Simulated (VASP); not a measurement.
## TiAl3: equation of state with PBEsol

The system is TiAl3.

```
CELL_PARAMETERS angstrom
-1.91111 1.91111 4.28067
1.91111 -1.91111 4.28067
1.91111 1.91111 -4.28067
ATOMIC_POSITIONS crystal
Ti 0.00000 0.00000 0.00000
Al 0.25000 0.75000 0.50000
Al 0.75000 0.25000 0.50000
Al 0.50000 0.50000 0.00000
```

The cell comes from a database or a generator and needn't be the stable form of this composition.

| Quantity | Value |
| --- | --- |
| Program | VASP 6.6.1 |
| Task | equation of state |
| Functional | PBEsol |
| Potentials or basis | VASP PAW PBE potentials, release 64 (Ti_sv, Al) |
| Cutoff | 520 eV |
| k mesh | 10 × 10 × 10 |
| Occupations | fermi-dirac, width 0.05 eV |
| Spin | no spin polarisation |
| Ladder | free |
| Further INCAR settings | ALGO = Normal; EDIFF = 1e-07; NBANDS = 18 |

- Equilibrium volume: 15.58 Å³/atom
- Bulk modulus at fixed shape and positions: 111 GPa
- Pressure derivative of the bulk modulus: 4.0

Energy against volume, from the lowest point:
```tsv
volume (Å³/atom)	energy (meV/atom)
14.696	19.30
15.009	7.78
15.322	1.51
15.634	0.00
15.947	2.78
16.260	9.44
16.572	19.61
```

All runs of the series together: 10 min on 1 thread of Intel(R) Xeon(R) 6975P-C (Granite Rapids) (shared host).

Caveat: the cell was scaled at fixed shape and fractional positions, which overstates the stiffness of a crystal with free parameters, most of all of layers and chains; the PAW data sets were made with another functional, which shifts forces and pressure a little.
